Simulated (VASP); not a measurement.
Input of a VASP 6.6.1 run:

File INCAR:

```
PREC = Accurate
ENCUT = 600
EDIFF = 1E-6
ISMEAR = 0
SIGMA = 0.03
LREAL = F
LASPH = T
NELM = 80
ALGO = Normal
ISIF = 3
LWAVE = F
LCHARG = F
GGA = MK
LUSE_VDW = T
AGGAC = 0.0
PARAM1 = 0.1234
PARAM2 = 0.711357
ZAB_VDW = -1.8867
IBRION = 2
NSW = 90
EDIFFG = -0.01
KPAR = 2
```

Contents of KPOINTS:

```
Automatic mesh
0
Gamma
  9 9 2
```

File POSCAR:

```
InSe
1.0
    4.0473293151      0.0000000000      0.0000000000
   -2.0236646576      3.5050900044      0.0000000000
    0.0000000000      0.0000000000     18.0520649100
In Se
4 4
Direct
    0.0000000000      0.0000000000      0.5773936800
    0.0000000000      0.0000000000      0.4226063200
    0.3333333300      0.6666666700      0.9226095100
    0.3333333300      0.6666666700      0.0773904900
    0.6666666700      0.3333333300      0.8530000700
    0.6666666700      0.3333333300      0.1469999300
    0.3333333300      0.6666666700      0.6470157200
    0.3333333300      0.6666666700      0.3529842800
```

Potentials or basis: VASP PAW PBE potentials, release 64 (In_d, Se).

Run with:

```bash
$ cat potpaw_PBE.64/In_d/POTCAR potpaw_PBE.64/Se/POTCAR > POTCAR
$ mpirun -np 2 vasp_std > vasp.out
```

(1) What does it give for the relaxed cell?

(2) Estimate the band gap on the k mesh.

(3) What does it give for the space group after relaxing (to 0.05 Å)?

(4) What does it give for the relaxed volume?

Results:

(1) a = 4.056 Å, b = 4.056 Å, c = 16.753 Å, α = 90.00°, β = 90.00°, γ = 120.00°.

(2) 0.15 eV, direct.

(3) P-6m2 (No. 187).

(4) 29.84 Å³/atom.

Caveat: the PAW data sets were made with another functional, which shifts forces and pressure a little; spin-orbit coupling is left out, which moves the levels of the heavy elements.
